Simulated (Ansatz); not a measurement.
# FeO: the cost of one run

Program: Ansatz 0.2.0. Level of theory: DFT PBE+U (U_eff = 3 eV on Fe d), plane waves, PAW. These are calculated values, not measurements.

## (1) Starting point

The structure is hexagonal, space group P6_3/mmc (No. 194). Conventional cell: a = 3.254 Å, b = 3.254 Å, c = 4.536 Å, α = 90.00°, β = 90.00°, γ = 120.00°. Around Fe (site symmetry -3m) lie 6 O at 2.19 Å and 2 Fe at 2.27 Å. O (site symmetry -6m2) is surrounded by 6 Fe at 2.19 Å.

Structure file:

```
Fe O
1.0
     3.25417    0.00000    0.00000
    -1.62709    2.81819    0.00000
     0.00000    0.00000    4.53552
Fe O
2 2
Direct
  0.00000 0.00000 0.00000
  0.00000 0.00000 0.50000
  0.33333 0.66667 0.25000
  0.66667 0.33333 0.75000
```

Magnetic order typed: opposed in the cell.

An earlier series on this cell reached its lowest free state from «random orbitals: fully mixed, first filling», perhaps among other starts.

## (2) Random orbitals: single harmonics, second filling

input.yaml reads:

```yaml
crystal:
  lattice:
    - [3.25417003, 0.0, 0.0]
    - [-1.62708501, 2.81819391, 0.0]
    - [0.0, 0.0, 4.53551634]
  atoms:
    - { symbol: Fe, position: [0.0, 0.0, 0.0], spin: 0.3 }
    - { symbol: Fe, position: [0.0, 0.0, 0.5], spin: -2.0 }
    - { symbol: O, position: [0.3333333333, 0.6666666667, 0.25] }
    - { symbol: O, position: [0.6666666667, 0.3333333333, 0.75] }
basis:
  ecutwfc: 420
  ecutrho_ratio: 4
kpoints:
  mp_grid: { grid: [7, 7, 4] }
hamiltonian:
  xc: pbe
  hubbard:
    sites:
      - { site: 0, l: d, u_eff: 3.0, starting_ns: [{ spin: up, occupation_matrix: s0up }, { spin: down, occupation_matrix: s0down }] }
      - { site: 1, l: d, u_eff: 3.0, starting_ns: [{ spin: up, occupation_matrix: s1up }, { spin: down, occupation_matrix: s1down }] }
    occupation_matrices:
      s0up:
        matrix:
          - [0.02, 0.0, 0.0, 0.0, 0.0]
          - [0.0, 0.97, 0.0, 0.0, 0.0]
          - [0.0, 0.0, 0.97, 0.0, 0.0]
          - [0.0, 0.0, 0.0, 0.02, 0.0]
          - [0.0, 0.0, 0.0, 0.0, 0.97]
      s0down:
        matrix:
          - [0.02, 0.0, 0.0, 0.0, 0.0]
          - [0.0, 0.97, 0.0, 0.0, 0.0]
          - [0.0, 0.0, 0.02, 0.0, 0.0]
          - [0.0, 0.0, 0.0, 0.97, 0.0]
          - [0.0, 0.0, 0.0, 0.0, 0.97]
      s1up:
        matrix:
          - [0.02, 0.0, 0.0, 0.0, 0.0]
          - [0.0, 0.02, 0.0, 0.0, 0.0]
          - [0.0, 0.0, 0.97, 0.0, 0.0]
          - [0.0, 0.0, 0.0, 0.02, 0.0]
          - [0.0, 0.0, 0.0, 0.0, 0.97]
      s1down:
        matrix:
          - [0.02, 0.0, 0.0, 0.0, 0.0]
          - [0.0, 0.97, 0.0, 0.0, 0.0]
          - [0.0, 0.0, 0.97, 0.0, 0.0]
          - [0.0, 0.0, 0.0, 0.97, 0.0]
          - [0.0, 0.0, 0.0, 0.0, 0.97]
    ns_hold: { iters: 12 }
scf:
  occupations: { method: gaussian, width: 0.05 }
  lower_state_search: "off"
  max_iter: 150
output:
  forces: true
  stress: true
  eigenvalues: true
  populations: true
  hubbard: { sites: [{ site: 0, l: d }, { site: 1, l: d }] }
magnetization:
  spin_polarized: true
```

The typed matrices put 0.97 on the chosen orbitals and 0.02 on the others, and are held for 12 cycles.

Run with:

```sh
$ ansatz run input.yaml --threads 2 --pin off --max-ram 3072MiB --backend cpu --events-out ev --progress --plain --runs-dir out
```

**Question.** How long does this run take on 2 threads of Arm Neoverse N1, shared host, and how much memory does it need?

About 1.8 min, with a peak of 0.66 GiB.
